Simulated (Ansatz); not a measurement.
# SiC: band gap under strain

How does strain move the band edges of zincblende SiC, and do the functionals agree on it? States: no strain; +1.0 % strain along [111] alone; +5.0 % strain along z alone.

Code: Ansatz 0.2.0. PAW datasets, plane waves. No spin polarisation and no zero-point or thermal motion.

### Step 1. The cell

The unstrained cell was relaxed with r2SCAN; in each strained cell the atoms were relaxed again with r2SCAN. Names of k-points are those of the unstrained zone, where strain can split equivalent points. First state: no strain.

Space group F-43m (No. 216), cubic; conventional cell a = 4.356 Å, 10.33 Å³ an atom. Around Si lie 4 C at 1.89 Å; around C lie 4 Si at 1.89 Å.

Structure file:

```cif
data_structure
_symmetry_space_group_name_H-M 'P 1'
_symmetry_Int_Tables_number 1
_cell_length_a 3.0802
_cell_length_b 3.0802
_cell_length_c 3.0802
_cell_angle_alpha 60.000
_cell_angle_beta 60.000
_cell_angle_gamma 60.000
_cell_volume 20.66
loop_
_atom_site_label
_atom_site_type_symbol
_atom_site_fract_x
_atom_site_fract_y
_atom_site_fract_z
_atom_site_occupancy
Si1 Si 0.00000 0.00000 0.00000 1
C1 C 0.25000 0.25000 0.25000 1
```

### Step 2. No strain: PBE

File input.yaml:

```yaml
crystal:
  lattice:
    - [0.0, 2.178052345, 2.178052345]
    - [2.178052345, 0.0, 2.178052345]
    - [2.178052345, 2.178052345, 0.0]
  atoms:
    - { symbol: Si, position: [0.0, 0.0, 0.0] }
    - { symbol: C, position: [0.25, 0.25, 0.25] }
kpoints:
  mp_grid: { grid: [10, 10, 10] }
  band_path:
    path:
      - [0.0, 0.0, 0.0]
      - [-0.5, -0.5, 0.0]
      - [-0.375, -0.375, 0.25]
      - [-0.375, 0.0, 0.375]
      - [0.0, 0.0, 0.5]
      - [-0.5, -0.25, 0.25]
      - [0.0, 0.5, 0.5]
    npoints: 1
hamiltonian:
  xc: pbe
scf:
  occupations: { method: fermi_dirac, width: 0.02 }
  n_extra_bands: 4
output:
  forces: true
  stress: true
  eigenvalues: true
  write_density: true
  write_potential: true
  elf: true
  volumetric_format: npy
```

Command:

```bash
$ ansatz run input.yaml --threads 2 --pin off --max-ram 2211MiB --backend cpu --events-out ev --progress --plain --runs-dir out
```

The runs that follow: No strain: r2SCAN; No strain: HSE06; No strain: G0W0@PBE; +1.0 % strain along [111] alone: PBE; +1.0 % strain along [111] alone: r2SCAN; +1.0 % strain along [111] alone: HSE06; +1.0 % strain along [111] alone: G0W0@PBE; +5.0 % strain along z alone: PBE; +5.0 % strain along z alone: r2SCAN; +5.0 % strain along z alone: HSE06; +5.0 % strain along z alone: G0W0@PBE.

What does the calculation give?

The runs gave:

Least gap in eV (negative: overlap), with the change from the unstrained cell in brackets. G0W0 is on its own coarse mesh.

```
                          state  volume change (%)           PBE        r2SCAN         HSE06          G0W0
                      no strain               +0.0          1.36          1.71          2.23          2.17
+1.0 % strain along [111] alone               +1.0  1.33 (-0.03)  1.69 (-0.02)  2.20 (-0.03)  2.14 (-0.03)
    +5.0 % strain along z alone               +5.0  1.15 (-0.21)  1.48 (-0.23)  1.99 (-0.24)  1.93 (-0.24)
```

In words: The largest move of the HSE06 gap in the table is -0.234 eV, under +5.0 % strain along z alone. PBE and HSE06 differ by 0.87 eV on the unstrained gap, and by at most 0.03 eV on its change: PBE follows the response to strain far better than the gap itself. No extrapolation in bands, cutoff or mesh was made for G0W0.
